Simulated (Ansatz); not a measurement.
**Co: equation of state with PBE+D3(BJ)**

Co:

```
CELL_PARAMETERS angstrom
2.47056 0.00000 0.00000
-1.23528 2.13957 0.00000
0.00000 0.00000 8.08823
ATOMIC_POSITIONS crystal
Co 0.66667 0.33333 0.75000
Co 0.00000 0.00000 0.50000
Co 0.33333 0.66667 0.25000
Co 0.00000 0.00000 0.00000
```

```json
{"Program": "Ansatz 0.2.0", "Task": "equation of state", "Functional": "PBE", "Dispersion": "D3(BJ)", "Potentials or basis": "Ansatz PAW", "Cutoff": "420 eV", "Density cutoff": "1680 eV", "k mesh": "12 × 12 × 4", "Occupations": "fermi-dirac, width 0.05 eV", "Spin": "collinear spin, ferromagnetic start", "Starting moments": "[2.0, 2.0, 2.0, 2.0] μB"}
```

* Equilibrium volume: 10.60 Å³/atom
* Bulk modulus at fixed shape and positions: 223 GPa
* Pressure derivative of the bulk modulus: 3.9

Energy against volume, from the lowest point:
```
volume (Å³/atom)  energy (meV/atom)
          10.047              21.11
          10.261               7.31
          10.475               0.48
          10.688               0.00
          10.902               5.32
          11.116              15.85
          11.330              31.03
```

All runs of the series together: 90 s on 2 threads of Arm Neoverse V1 (shared host).

Caveat: the cell was scaled at fixed shape and fractional positions, which overstates the stiffness of a crystal with free parameters, most of all of layers and chains.
